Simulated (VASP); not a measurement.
Write the native input for VASP 6.6.1 that does the following.

- Task: electric field gradients
- Functional: PBE
- Potentials or basis: VASP PAW PBE potentials, release 64 (Ga_d, Sb)
- Cutoff: 520 eV
- k mesh: 10 × 10 × 10
- Occupations: fermi-dirac, width 0.05 eV
- Spin: no spin polarisation
- Dipole correction: no
- Further INCAR settings: ALGO = Normal; EDIFF = 1e-08; NBANDS = 16

The structure of GaSb lies in POSCAR:

```
GaSb
1.0
    0.0000000000      2.9150652486      2.8714487676
    2.9150652486      0.0000000000      2.8714487676
    2.9150652486      2.9150652486      0.0000000000
Ga Sb
1 1
Direct
    0.0000000000      0.0000000000      0.0000000000
    0.5000000000      0.5000000000      0.5000000000
```

Measurements of this composition are mostly on another form, of space group No. 216.

The cell isn't the ideal one: z stretched by -1 % at fixed volume, PAW files.

These files were run (other wordings do the same):

INCAR

```
SYSTEM = GaSb
  ALGO = Normal
  EDIFF = 1E-8
  ENCUT = 520
  GGA = PE
  ISIF = 2
  ISMEAR = -1
  LASPH = .TRUE.
  LCHARG = .FALSE.
  LEFG = .TRUE.
  LREAL = .FALSE.
  LWAVE = .FALSE.
  NBANDS = 16
  NELM = 100
  PREC = Accurate
  SIGMA = 0.05
```

KPOINTS

```
k-points
0
G
  10 10 10
  0 0 0
```

Potentials or basis: VASP PAW PBE potentials, release 64 (Ga_d, Sb).

Command:

```bash
$ cat potpaw_PBE.64/Ga_d/POTCAR potpaw_PBE.64/Sb/POTCAR > POTCAR
$ mpirun -np 1 vasp_std > vasp.out
```

Results of the run:

- Pressure: 0.1 GPa
- Band gap on the k mesh: none (metal or under the smearing width)

Wall time 35 s on 1 thread of Intel(R) Xeon(R) 6975P-C (Granite Rapids) (shared host), peak memory 0.23 GiB.
